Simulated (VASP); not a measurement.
# CaSe (Fm-3m) in VASP: further runs, part 2 of 2

VASP 6.6.1. The steps go on from the part before.

### 4 Electric field gradients, PBE (volume scaled by 0.975)

INCAR

```
PREC = Accurate
ENCUT = 520
EDIFF = 1E-8
ISMEAR = -1
SIGMA = 0.02
LREAL = False
LASPH = True
NELM = 80
ALGO = Normal
ISIF = 2
LWAVE = False
LCHARG = False
GGA = PE
LEFG = True
NBANDS = 15
```

KPOINTS

```
Automatic mesh
0
Gamma
  7 7 7
```

POSCAR

```
CaSe
1.0
    0.0000000000      2.9311584894      2.9311584894
    2.9311584894      0.0000000000      2.9311584894
    2.9311584894      2.9311584894      0.0000000000
Ca Se
1 1
Direct
    0.0000000000      0.0000000000      0.0000000000
    0.5000000000      0.5000000000      0.5000000000
```

Potentials or basis: VASP PAW PBE potentials, release 64 (Ca_sv, Se).

Launch:

```
cat potpaw_PBE.64/Ca_sv/POTCAR potpaw_PBE.64/Se/POTCAR > POTCAR
mpirun -np 1 vasp_std > vasp.out
```

OUTCAR:

```text
PREC = Accurate
   ENCUT = 520
   EDIFF = 1E-8
   ISMEAR = -1
   LREAL = False
   LASPH = True
   NELM = 80
   ISIF = 2
   GGA = PE

 ion  position               nearest neighbor table
   1  0.000  0.000  0.000-   2 2.93   2 2.93   2 2.93   2 2.93   2 2.93   2 2.93
   2  0.500  0.500  0.500-   1 2.93   1 2.93   1 2.93   1 2.93   1 2.93   1 2.93

  LATTYP: Found a face centered cubic cell.
 ALAT       =     5.8623169788

  Lattice vectors:

 A1 = (   0.0000000000,   2.9311584894,   2.9311584894)
 A2 = (   2.9311584894,   0.0000000000,   2.9311584894)
 A3 = (   2.9311584894,   2.9311584894,   0.0000000000)

Analysis of symmetry for initial positions (statically):
=====================================================================
 Subroutine PRICEL returns:
 Original cell was already a primitive cell.

 Routine SETGRP: Setting up the symmetry group for a
 face centered cubic supercell.

 Subroutine GETGRP returns: Found 48 space group operations
 (whereof 48 operations were pure point group operations)
 out of a pool of 48 trial point group operations.

The static configuration has the point symmetry O_h .

Analysis of symmetry for dynamics (positions and initial velocities):
=====================================================================
 Subroutine PRICEL returns:
 Original cell was already a primitive cell.

 Routine SETGRP: Setting up the symmetry group for a
 face centered cubic supercell.

 Subroutine GETGRP returns: Found 48 space group operations
 (whereof 48 operations were pure point group operations)
 out of a pool of 48 trial point group operations.

The dynamic configuration has the point symmetry O_h .

 Subroutine INISYM returns: Found 48 space group operations
 (whereof 48 operations are pure point group operations),
 and found     1 'primitive' translations

----------------------------------------------------------------------------------------

                                     Primitive cell

  volume of cell :      50.3672

  direct lattice vectors                    reciprocal lattice vectors
     0.000000000  2.931158489  2.931158489    -0.170581018  0.170581018  0.170581018
     2.931158489  0.000000000  2.931158489     0.170581018 -0.170581018  0.170581018
     2.931158489  2.931158489  0.000000000     0.170581018  0.170581018 -0.170581018

  length of vectors
     4.145284089  4.145284089  4.145284089     0.295454991  0.295454991  0.295454991

  position of ions in fractional coordinates (direct lattice)
     0.000000000  0.000000000  0.000000000
     0.500000000  0.500000000  0.500000000

  ion indices of the primitive-cell ions
   primitive index   ion index
                 1           1
                 2           2

----------------------------------------------------------------------------------------

 KPOINTS: Automatic mesh

Automatic generation of k-mesh.
[... 77 lines left out ...]
   EFERMI_NEDOS =   21; number of points for ismear=-14 and -15
   IALGO  =     38    algorithm
   IMIX   =      4    mixing-type and parameters
     AMIX     =   0.40;   BMIX     =  1.00
     AMIX_MAG =   1.60;   BMIX_MAG =  1.00
  volume/ion in A,a.u.               =      25.18       169.95
  Fermi-wavevector in a.u.,A,eV,Ry     =   1.117032  2.110884 16.976805  1.247760
  Thomas-Fermi vector in A             =   2.253651
   LORBIT       =      0    0 simple, 1 ext, 2 COOP (PROOUT), +10 PAW based schemes
   GGA     = PE    functional components
   LHFCALC =     F    Hartree Fock is set to
   AEXX    =    0.0000 exact exchange contribution
   IVDW    =     0    specifies the selected vdW correction
   LEPSILON=     F    determine dielectric tensor
   LRPA    =     F    only Hartree local field effects (RPA)
 non-spin polarized calculation
  energy-cutoff  :      520.00
  volume of cell :       50.37
 maximum number of plane-waves:      1374
   NGX = 15   NGY = 15   NGZ = 15

 number of electron      16.0000002 magnetization

 Free energy of the ion-electron system (eV)
  ---------------------------------------------------
  ext. energy  EPLUGINS =         0.00000000
  ---------------------------------------------------
  free energy    TOTEN  =        -9.46309024 eV

  energy without entropy =       -9.46309024  energy(sigma->0) =       -9.46309024

 E-fermi :   3.1307     XC(G=0):  -9.2698

 val. band max:        2.6367118876   @ k =   0.0000   0.0000   0.0000
 cond. band min:       4.6560557979   @ k =   0.4286   0.4286   0.0000
 fundamental gap:      2.0193439103
 Fermi energy:         3.1306763662

 k-point     1 :       0.0000    0.0000    0.0000
  band No.  band energies     occupation
      1     -37.0322      2.00000
      2     -18.0312      2.00000
      3     -18.0312      2.00000
      4     -18.0312      2.00000
      5      -9.2581      2.00000
      6       2.6367      2.00000
      7       2.6367      2.00000
      8       2.6367      2.00000
      9       6.1259      0.00000
     10       6.3313      0.00000
     11       6.3313      0.00000
     12       6.3313      0.00000
     13       6.9273      0.00000
     14       6.9273      0.00000
[... 329 lines left out ...]
      2     -18.1017      2.00000
      3     -18.1001      2.00000
      4     -18.0648      2.00000
      5      -8.5455      2.00000
      6       0.4267      2.00000
      7       0.4878      2.00000
      8       1.1864      2.00000
      9       6.6216      0.00000
     10       7.5521      0.00000
     11       8.1638      0.00000
     12       8.5645      0.00000
     13       8.6993      0.00000
     14      10.6850      0.00000
     15      11.9789      0.00000

------------------------ aborting loop because EDIFF is reached ----------------------------------------

  FORCE on cell =-STRESS in cart. coord.  units (eV):
  Direction    XX          YY          ZZ          XY          YZ          ZX
  --------------------------------------------------------------------------------------
  -------------------------------------------------------------------------------------
  Total        0.8710026      0.8710026      0.8710026     -0.0000000     -0.0000000      0.0000000
  in kB       27.7065299     27.7065299     27.7065299     -0.0000000     -0.0000000      0.0000000
  external PRESSURE =      27.7065299 kB  Pullay stress =       0.0000000 kB

 VOLUME and BASIS-vectors are now :
 -----------------------------------------------------------------------------
  energy-cutoff  :      520.00
  volume of cell :       50.37
      direct lattice vectors                 reciprocal lattice vectors
     0.000000000  2.931158489  2.931158489    -0.170581018  0.170581018  0.170581018
     2.931158489  0.000000000  2.931158489     0.170581018 -0.170581018  0.170581018
     2.931158489  2.931158489  0.000000000     0.170581018  0.170581018 -0.170581018

 POSITION                                       TOTAL-FORCE (eV/Angst)
 -----------------------------------------------------------------------------------
      0.00000      0.00000      0.00000         0.000000      0.000000      0.000000
      2.93116      2.93116      2.93116         0.000000      0.000000     -0.000000
 -----------------------------------------------------------------------------------
    total drift:                                0.000000     -0.000000     -0.000000

  FREE ENERGIE OF THE ION-ELECTRON SYSTEM (eV)
  ---------------------------------------------------
  free  energy   TOTEN  =        -9.4630902404 eV

  energy  without entropy=       -9.4630902404  energy(sigma->0) =       -9.46309024

 Electric field gradients (V/A^2)
---------------------------------------------------------------------
 ion       V_xx      V_yy      V_zz      V_xy      V_xz      V_yz
---------------------------------------------------------------------
   1       0.000    -0.000     0.000    -0.000    -0.000    -0.000
   2      -0.000    -0.000     0.000    -0.000    -0.000    -0.000
---------------------------------------------------------------------

 Electric field gradients after diagonalization (V/A^2)
 (convention: |V_zz| > |V_xx| > |V_yy|)
----------------------------------------------------------------------
 ion       V_xx      V_yy      V_zz     asymmetry (V_yy - V_xx)/ V_zz
----------------------------------------------------------------------
   1       0.000     0.000    -0.000       0.000
   2       0.000     0.000    -0.001       0.000
----------------------------------------------------------------------

           NMR quadrupolar parameters

 Cq : quadrupolar parameter    Cq=e*Q*V_zz/h
 eta: asymmetry parameters     (V_yy - V_xx)/ V_zz
 Q  : nuclear electric quadrupole moment in mb (millibarn)
----------------------------------------------------------------------
 ion       Cq(MHz)       eta       Q (mb)
----------------------------------------------------------------------
   1      -0.000       0.000       1.000
   2      -0.000       0.000       1.000
----------------------------------------------------------------------
```

stdout:

```text
POSCAR found type information on POSCAR CaSe
 POSCAR found :  2 types and       2 ions
 scaLAPACK will be used
 LDA part: xc-table for (Slater+PW92), standard interpolation
 POSCAR, INCAR and KPOINTS ok, starting setup
 FFT: planning ... GRIDC
 FFT: planning ... GRID_SOFT
 FFT: planning ... GRID
 WAVECAR not read
 entering main loop
ion   1

ion   2
```

Wall time 41 s (1 thread of AMD EPYC 7R13, shared host); peak memory 0.15 GiB.

What came out:

```yaml
Free_energy: -9.4631 eV
Pressure: 2.8 GPa
Band_gap_on_the_k_mesh: 2.02 eV, indirect (least direct gap 2.95 eV)
```

Caveat: the cell differs from its parent crystal (volume scaled by 0.975); without QUAD_EFG the Cq values of the log hold for a quadrupole moment of 1 mb, not for the nuclei.

### 5 Electric field gradients, PBE

This run uses another cell than the first one, of 25.83 Å³/atom, 1.053 times its volume.

INCAR

```
SYSTEM = CaSe
PREC = Accurate
ENCUT = 520
EDIFF = 1E-8
ISMEAR = -1
SIGMA = 0.02
LREAL = .FALSE.
LASPH = .TRUE.
NELM = 60
ALGO = Normal
ISIF = 2
LWAVE = .FALSE.
LCHARG = .FALSE.
GGA = PE
LEFG = .TRUE.
NBANDS = 15
```

KPOINTS

```
Automatic mesh
0
G
  7 7 7
  0 0 0
```

POSCAR

```
CaSe
1.0
    0.0000000000      2.9560000000      2.9560000000
    2.9560000000      0.0000000000      2.9560000000
    2.9560000000      2.9560000000      0.0000000000
Ca Se
1 1
Direct
    0.0000000000      0.0000000000      0.0000000000
    0.5000000000      0.5000000000      0.5000000000
```

Potentials or basis: VASP PAW PBE potentials, release 64 (Ca_sv, Se).

Launch:

```
cat potpaw_PBE.64/Ca_sv/POTCAR potpaw_PBE.64/Se/POTCAR > POTCAR
mpirun -np 1 vasp_std > vasp.out
```

OUTCAR:

```text
SYSTEM = CaSe
   PREC = Accurate
   ENCUT = 520
   EDIFF = 1E-8
   ISMEAR = -1
   LREAL = .FALSE.
   LASPH = .TRUE.
   NELM = 60
   ISIF = 2
   GGA = PE

 ion  position               nearest neighbor table
   1  0.000  0.000  0.000-   2 2.96   2 2.96   2 2.96   2 2.96   2 2.96   2 2.96
   2  0.500  0.500  0.500-   1 2.96   1 2.96   1 2.96   1 2.96   1 2.96   1 2.96

  LATTYP: Found a face centered cubic cell.
 ALAT       =     5.9120000000

  Lattice vectors:

 A1 = (   0.0000000000,   2.9560000000,   2.9560000000)
 A2 = (   2.9560000000,   0.0000000000,   2.9560000000)
 A3 = (   2.9560000000,   2.9560000000,   0.0000000000)

Analysis of symmetry for initial positions (statically):
=====================================================================
 Subroutine PRICEL returns:
 Original cell was already a primitive cell.

 Routine SETGRP: Setting up the symmetry group for a
 face centered cubic supercell.

 Subroutine GETGRP returns: Found 48 space group operations
 (whereof 48 operations were pure point group operations)
 out of a pool of 48 trial point group operations.

The static configuration has the point symmetry O_h .

Analysis of symmetry for dynamics (positions and initial velocities):
=====================================================================
 Subroutine PRICEL returns:
 Original cell was already a primitive cell.

 Routine SETGRP: Setting up the symmetry group for a
 face centered cubic supercell.

 Subroutine GETGRP returns: Found 48 space group operations
 (whereof 48 operations were pure point group operations)
 out of a pool of 48 trial point group operations.

[... 497 lines left out ...]
      5      -8.6739      2.00000
      6       0.3143      2.00000
      7       0.3700      2.00000
      8       1.0571      2.00000
      9       6.4361      0.00000
     10       7.3362      0.00000
     11       7.9085      0.00000
     12       8.2892      0.00000
     13       8.4399      0.00000
     14      10.3478      0.00000
     15      11.6227      0.00000

------------------------ aborting loop because EDIFF is reached ----------------------------------------

  FORCE on cell =-STRESS in cart. coord.  units (eV):
  Direction    XX          YY          ZZ          XY          YZ          ZX
  --------------------------------------------------------------------------------------
  -------------------------------------------------------------------------------------
  Total        0.4354294      0.4354294      0.4354294      0.0000000      0.0000000      0.0000000
  in kB       13.5047027     13.5047027     13.5047027      0.0000000      0.0000000      0.0000000
  external PRESSURE =      13.5047027 kB  Pullay stress =       0.0000000 kB

 VOLUME and BASIS-vectors are now :
 -----------------------------------------------------------------------------
  energy-cutoff  :      520.00
  volume of cell :       51.66
      direct lattice vectors                 reciprocal lattice vectors
     0.000000000  2.956000000  2.956000000    -0.169147497  0.169147497  0.169147497
     2.956000000  0.000000000  2.956000000     0.169147497 -0.169147497  0.169147497
     2.956000000  2.956000000  0.000000000     0.169147497  0.169147497 -0.169147497

 POSITION                                       TOTAL-FORCE (eV/Angst)
 -----------------------------------------------------------------------------------
      0.00000      0.00000      0.00000         0.000000      0.000000     -0.000000
      2.95600      2.95600      2.95600         0.000000     -0.000000      0.000000
 -----------------------------------------------------------------------------------
    total drift:                                0.000000     -0.000000     -0.000000

  FREE ENERGIE OF THE ION-ELECTRON SYSTEM (eV)
  ---------------------------------------------------
  free  energy   TOTEN  =        -9.4797951954 eV

  energy  without entropy=       -9.4797951954  energy(sigma->0) =       -9.47979520

 Electric field gradients (V/A^2)
---------------------------------------------------------------------
 ion       V_xx      V_yy      V_zz      V_xy      V_xz      V_yz
---------------------------------------------------------------------
   1       0.000     0.000     0.000     0.000     0.000     0.000
   2      -0.000     0.000    -0.000    -0.000    -0.000    -0.000
---------------------------------------------------------------------

 Electric field gradients after diagonalization (V/A^2)
 (convention: |V_zz| > |V_xx| > |V_yy|)
----------------------------------------------------------------------
 ion       V_xx      V_yy      V_zz     asymmetry (V_yy - V_xx)/ V_zz
----------------------------------------------------------------------
   1      -0.000    -0.000     0.000       0.000
   2       0.000     0.000    -0.001       0.000
----------------------------------------------------------------------

           NMR quadrupolar parameters

 Cq : quadrupolar parameter    Cq=e*Q*V_zz/h
 eta: asymmetry parameters     (V_yy - V_xx)/ V_zz
 Q  : nuclear electric quadrupole moment in mb (millibarn)
----------------------------------------------------------------------
 ion       Cq(MHz)       eta       Q (mb)
----------------------------------------------------------------------
   1       0.000       0.000       1.000
   2      -0.000       0.000       1.000
----------------------------------------------------------------------
```

stdout:

```text
POSCAR found type information on POSCAR CaSe
 POSCAR found :  2 types and       2 ions
 scaLAPACK will be used
 LDA part: xc-table for (Slater+PW92), standard interpolation
 POSCAR, INCAR and KPOINTS ok, starting setup
 FFT: planning ... GRIDC
 FFT: planning ... GRID_SOFT
 FFT: planning ... GRID
 WAVECAR not read
 entering main loop
ion   1

ion   2
```

It took 42 s on 1 thread of AMD EPYC 7R13, shared host; peak memory 0.15 GiB.

Results:

| Property | Result |
| --- | --- |
| Free energy | -9.4798 eV |
| Pressure | 1.4 GPa |
| Band gap on the k mesh | 2.08 eV, indirect (least direct gap 2.99 eV) |

Caveat: without QUAD_EFG the Cq values of the log hold for a quadrupole moment of 1 mb, not for the nuclei.

### 6 The runs side by side

```tsv
cell	gap on the mesh (eV)	pressure (GPa)
a = 4.110 Å, angles 60.0°, 2 atoms	1.95	4.4
a = 4.145 Å, angles 60.0°, 2 atoms	2.02	2.8
a = 4.180 Å, angles 60.0°, 2 atoms	2.08	1.4
```

Alike in all rows: task electric field gradients; level PBE; potentials or basis VASP PAW PBE potentials, release 64 (Ca_sv, Se); no spin polarisation; k mesh 7 × 7 × 7; cutoff (eV) 520; smearing fermi-dirac 0.02 eV.

Total energies depend on the potentials used, so only differences within one code and one set of settings carry meaning.

### 7 Against experiment

Step 5. A measured gap of CaSe is 3.85 eV (indirect; 2 K; a printed reference work, monograph, original work of 1988); the calculated 2.08 eV misses it by -1.77 eV. Spin-orbit coupling on Se is left out. The value is that of PBE on a finite k mesh, which can miss the band edges, without temperature or zero-point motion. Semilocal functionals fall short of measured gaps as a rule.
